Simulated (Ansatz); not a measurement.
Crystal: Mg.

```xyz
4
Lattice="3.1768 0.0000 0.0000 -1.5884 2.7512 0.0000 0.0000 0.0000 10.3189" Properties=species:S:1:pos:R:3 pbc="T T T"
Mg    1.5884    0.9171    7.7391
Mg    0.0000    0.0000    5.1594
Mg    0.0000    1.8341    2.5797
Mg    0.0000    0.0000    0.0000
```

* Program: Ansatz 0.2.0
* Task: relaxation of cell and atoms
* Functional: BLYP
* Potentials or basis: Ansatz PAW
* Cutoff: 420 eV (not typed: the program's choice for these potentials)
* k mesh: 10 × 10 × 3
* Occupations: fermi-dirac, width 0.05 eV
* Spin: no spin polarisation

At the start: volume 22.55 Å³/atom.

Where does the relaxation end?

It ends after 5 steps and the volume is 23.66 Å³/atom (+4.9 %); space group P6_3/mmc (No. 194, to 0.05 Å).

Step by step:
| step | energy change (eV) | largest force (eV/Å) | volume (Å³) |
| --- | --- | --- | --- |
| 1 | 0.0000 | 0.0000 | 90.19 |
| 2 | -0.0242 | 0.0000 | 93.75 |
| 3 | -0.0255 | 0.0000 | 94.54 |
| 4 | -0.0256 | 0.0000 | 94.65 |
| 5 | -0.0257 | 0.0000 | 94.65 |

Final structure:
```xyz
4
Lattice="3.2055 0.0000 0.0000 -1.6027 2.7760 0.0000 0.0000 0.0000 10.6367" Properties=species:S:1:pos:R:3 pbc="T T T"
Mg    1.6027    0.9253    7.9775
Mg    0.0000    0.0000    5.3184
Mg    0.0000    1.8507    2.6592
Mg    0.0000    0.0000    0.0000
```

Caveat: the plane-wave basis is chosen anew once the cell has moved, so the energies of steps on either side of that aren't comparable; the PAW data sets come from PBE, with cores solved anew for the run's functional, which leaves a small shift of forces and pressure.
